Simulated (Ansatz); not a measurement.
Zinc-blende AlSb was calculated with PBEsol in Ansatz (plane waves, PAW).

Numerical settings: plane-wave cutoff 520 eV, 10×10×10 k mesh, scalar-relativistic PAW data made under PBE.

Computed at the level's own relaxed cell.

```
AlSb
1.0
    0.00000     3.07865     3.07865
    3.07865     0.00000     3.07865
    3.07865     3.07865     0.00000
Al Sb
1 1
Cartesian
  0.00000   0.00000   0.00000
  4.61798   4.61798   4.61798
```

Problem. Give the elastic tensor (Voigt notation, GPa, ions relaxed, in the Cartesian axes of the cell as printed).

Solution. 
```
   80.6    40.4    40.4     0.0     0.0     0.0
   40.4    80.6    40.4     0.0     0.0     0.0
   40.4    40.4    80.6     0.0     0.0     0.0
    0.0     0.0     0.0    37.0     0.0     0.0
    0.0     0.0     0.0     0.0    37.0     0.0
    0.0     0.0     0.0     0.0     0.0    37.0
```

Measured, for comparison: elastic constant C11 87.7 GPa, elastic constant C12 43.4 GPa, elastic constant C44 40.8 GPa (temperature not stated, not corrected to a static lattice; as tabulated in Oses et al. (2018), arXiv:1811.08464). Computed (rounded) less measured: elastic constant C11 -8 %, elastic constant C12 -7 %, elastic constant C44 -9 %.

Ansatz is an electronic-structure program.
